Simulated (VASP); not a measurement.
## Hg: relaxation of cell and atoms with PBE+D3(BJ)

The system is Hg.

```
Hg
1.0
     4.54000    0.00000    0.00000
    -2.27000    3.93176    0.00000
     0.00000    0.00000    3.87000
Hg
3
Direct
  0.33333 0.66667 0.50000
  0.00000 0.00000 0.00000
  0.66667 0.33333 0.50000
```

| Property | Result |
| --- | --- |
| Program | VASP 6.6.1 |
| Task | relaxation of cell and atoms |
| Functional | PBE |
| Dispersion | D3(BJ) |
| Potentials or basis | VASP PAW PBE potentials, release 64 (Hg) |
| Cutoff | 600 eV |
| k mesh | 6 × 6 × 6 |
| Occupations | gaussian, width 0.1 eV |
| Spin | no spin polarisation |
| Dipole correction | no |
| Further INCAR settings | ALGO = Fast; EDIFF = 1e-07; IBRION = 2; EDIFFG = -0.05; NSW = 100; ISIF = 3 |

- Relaxed volume: 25.79 Å³/atom
- Relaxed cell: a = 5.401 Å, b = 5.401 Å, c = 3.063 Å, α = 90.00°, β = 90.00°, γ = 120.00°
- Space group after relaxing (to 0.05 Å): P6/mmm (No. 191)
- Energy gained by relaxing: 285.1 meV/atom
- Ionic steps: 14
- Pressure after relaxing: 0.1 GPa
- Band gap on the k mesh: none (metal or under the smearing width)
- Dispersion energy per atom: -0.407 eV

Stress tensor (GPa, compression positive):
```
0.02 0.00 0.00
0.00 0.02 0.00
0.00 0.00 0.12
```

Step by step:
```
step  energy change (eV)  largest force (eV/Å)  pressure (GPa)  volume (Å³)
   1              0.0000                0.0000           10.65        69.08
   2             -0.5833                0.0000            0.12        85.31
   3             -0.5941                0.0000           -0.26        87.26
   4             -0.6002                0.0000           -0.85        91.22
   5             -0.6006                0.0000           -0.73        90.50
   6             -0.6353                0.0000           -0.74        89.04
   7             -0.7366                0.0000           -0.71        84.45
   8             -0.8398                0.0000            1.23        74.39
   9             -0.8371                0.0000           -0.26        78.79
  10             -0.8514                0.0000            0.29        76.81
  11             -0.8521                0.0000            0.44        76.36
  12             -0.8521                0.0000            0.55        76.05
  13             -0.8541                0.0000           -0.22        78.16
  14             -0.8553                0.0000            0.05        77.37
```

Final structure:
```cif
data_structure
_symmetry_space_group_name_H-M 'P 1'
_symmetry_Int_Tables_number 1
_cell_length_a 5.4006
_cell_length_b 5.4006
_cell_length_c 3.0632
_cell_angle_alpha 90.000
_cell_angle_beta 90.000
_cell_angle_gamma 120.000
_cell_volume 77.37
loop_
_atom_site_label
_atom_site_type_symbol
_atom_site_fract_x
_atom_site_fract_y
_atom_site_fract_z
_atom_site_occupancy
Hg1 Hg 0.33333 0.66667 0.50000 1
Hg2 Hg 0.00000 0.00000 0.00000 1
Hg3 Hg 0.66667 0.33333 0.50000 1
```

Levels at points of the mesh, in eV from the Fermi level:
```
           k point  band 16  band 17  band 18  band 19  band 20  band 21
(0.00, 0.00, 0.00)    -5.57    -1.31    -0.98     1.85     1.85     1.90
(0.50, 0.00, 0.00)    -5.42    -5.24    -1.71    -1.05     5.85     5.86
(0.00, 0.00, 0.50)    -2.72    -2.34     2.71     3.33     3.43     4.41
(0.50, 0.00, 0.50)    -1.32    -1.17    -0.56    -0.17     2.32     2.62
```

Run time: 7.3 min on 1 thread of Intel(R) Xeon(R) Platinum 8259CL CPU @ 2.50GHz (Skylake/Cascade Lake), on a shared host, peak memory 0.23 GiB.

Caveat: the volume moved by +12 % from the deposited cell, more than functionals usually miss; pairwise dispersion overbinds metals, which lowers pressure and volume; the relaxation stopped at a loose force limit of 0.05 eV/Å, so its end isn't a converged minimum. The run has no spin-orbit coupling, so splittings on Hg are missing.
